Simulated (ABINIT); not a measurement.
Write the native input for ABINIT 10.8.3 (patched build) that does the following.

- Task: band structure
- Functional: LDA
- Potentials or basis: JTH PAW LDA v2.0
- Cutoff: 463 eV
- k mesh: 9 × 9 × 5
- Occupations: fermi-dirac, width 0.05 eV
- Spin: spin-orbit coupling, no magnetisation
- Fine-grid cutoff: 925.187 eV

Zr:

```
CELL_PARAMETERS angstrom
3.23200 0.00000 0.00000
-1.61600 2.79899 0.00000
0.00000 0.00000 5.14700
ATOMIC_POSITIONS crystal
Zr 0.66667 0.33333 0.75000
Zr 0.33333 0.66667 0.25000
```

The input as run:

run.abi

```
ndtset 2

pp_dirpath "./"
pseudos "Zr.LDA_PW-JTH.xml"

acell 3*1.0
rprim
     6.1075948348     0.0000000000     0.0000000000
    -3.0537974174     5.2893322829     0.0000000000
     0.0000000000     0.0000000000     9.7264203634
ntypat 1
znucl 40
natom 2
typat 1 1
xcart
     1.6160000002     0.9329980349     3.8602500000
    -0.0000000002     1.8659960701     1.2867500000 Angstrom

ecut 17.0
pawecutdg 34.0

ixc 7

occopt 3
tsmear 0.00183747

nspinor 2
nspden 1
pawspnorb 1

nstep 100

iomode 3
prtwf 0
prteig 0
prtebands 0
enunit 1
prtden1 1

kptopt1 4
ngkpt1 9 9 5
nshiftk1 1
shiftk1 0.0 0.0 0.0
nband1 32
tolvrs1 1.0e-9

iscf2 -2
getden2 1
nband2 40
nbdbuf2 2
tolwfr2 1.0e-12
kptopt2 -7
ndivsm2 8
prteig2 1
kptbounds2
     0.0000000000     0.0000000000     0.0000000000
     0.5000000000     0.0000000000     0.0000000000
     0.3333333333     0.3333333333     0.0000000000
     0.0000000000     0.0000000000     0.0000000000
     0.0000000000     0.0000000000     0.5000000000
     0.5000000000     0.0000000000     0.5000000000
     0.3333333333     0.3333333333     0.5000000000
     0.0000000000     0.0000000000     0.5000000000
```

Potentials or basis: JTH PAW LDA v2.0.

Launch:

```console
$ abinit run.abi > log 2>&1
```

Results of the run:

* Pressure: -6.2 GPa
* Band gap on the k mesh: none (metal or under the smearing width)
* Valence electrons inside the program's atomic spheres: Zr 9.02 (radii [1.1749] Å)

It took 3.1 min on 1 thread of Arm Neoverse V2, with other jobs on the host, peak memory 0.2 GiB.
